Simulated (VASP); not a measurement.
Here is a VASP 6.6.1 calculation.

Contents of POSCAR:

```
CuCl
1.0
    1.8732600000      1.0815300000      3.0595300000
   -1.8732600000      1.0815300000      3.0595300000
    0.0000000000     -2.1630500000      3.0595300000
Cu Cl
1 1
Direct
    0.9915900000      0.9915900000      0.9915900000
    0.2414100000      0.2414100000      0.2414100000
```

Contents of INCAR.step1:

```
SYSTEM = CuCl
PREC = Accurate
ENCUT = 520
EDIFF = 1E-5
ISMEAR = 0
SIGMA = 0.02
LREAL = .FALSE.
LASPH = .TRUE.
NELM = 80
ALGO = Normal
ISIF = 2
LWAVE = .TRUE.
LCHARG = .FALSE.
GGA = PE
```

File INCAR.step2:

```
SYSTEM = CuCl
PREC = Accurate
ENCUT = 520
EDIFF = 1E-6
ISMEAR = 0
SIGMA = 0.02
LREAL = .FALSE.
LASPH = .TRUE.
NELM = 80
ALGO = Normal
ISIF = 2
LWAVE = .FALSE.
LCHARG = .FALSE.
GGA = PE
LHFCALC = .TRUE.
AEXX = 0.25
PRECFOCK = Fast
ISTART = 1
```

KPOINTS

```
Automatic mesh
0
G
  6 6 6
  0 0 0
```

Potentials or basis: VASP PAW PBE potentials, release 64 (Cu, Cl).

Run with:

```console
$ cat potpaw_PBE.64/Cu/POTCAR potpaw_PBE.64/Cl/POTCAR > POTCAR
$ cp INCAR.step1 INCAR
$ mpirun -np 1 vasp_std > vasp.out
$ cp INCAR.step2 INCAR
$ mpirun -np 1 vasp_std > vasp.out
```

(1) Estimate the band gap on the k mesh.

(2) What does it give for the largest force?

(3) What does it give for the pressure?

Results:

(1) 3.14 eV, direct.

(2) 0.004 eV/Å.

(3) 4.3 GPa.

Caveat: the PAW data sets were made with another functional, which shifts forces and pressure a little.
